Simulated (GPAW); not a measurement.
The system is HfO2.

```
CELL_PARAMETERS angstrom
3.55802 0.00000 0.00000
0.00000 3.55802 0.00000
0.00000 0.00000 5.17186
ATOMIC_POSITIONS crystal
Hf 0.00000 0.00000 0.00000
Hf 0.50000 0.50000 0.50000
O 0.00000 0.50000 0.19721
O 0.50000 0.00000 0.30279
O 0.50000 0.00000 0.80279
O 0.00000 0.50000 0.69721
```

Measurements of this composition are mostly on another form, of space group No. 14.

Base run:

- Program: GPAW 26.7.0
- Functional: TPSS
- Potentials or basis: GPAW PAW data sets (gpaw-data 1.2.1)
- Cutoff: 800 eV
- Basis: pw
- k mesh: 7 × 7 × 5
- Occupations: fermi-dirac, width 0.05 eV
- Spin: no spin polarisation

Its results: band gap on the k mesh 4.85 eV, indirect (least direct gap 4.93 eV); largest force 0.376 eV/Å.

Problem. The run is repeated on the same cell with these changes: functional from TPSS to vdW-DF-cx. What comes out?

Solution. Band gap on the k mesh 4.72 eV, indirect (least direct gap 4.79 eV); largest force 0.266 eV/Å.

Caveats: the PAW data sets were made with another functional, which shifts forces and pressure a little; spin-orbit coupling is left out, which moves the levels of the heavy elements; an odd mesh through Γ misses points on the zone boundary, where band edges often lie.
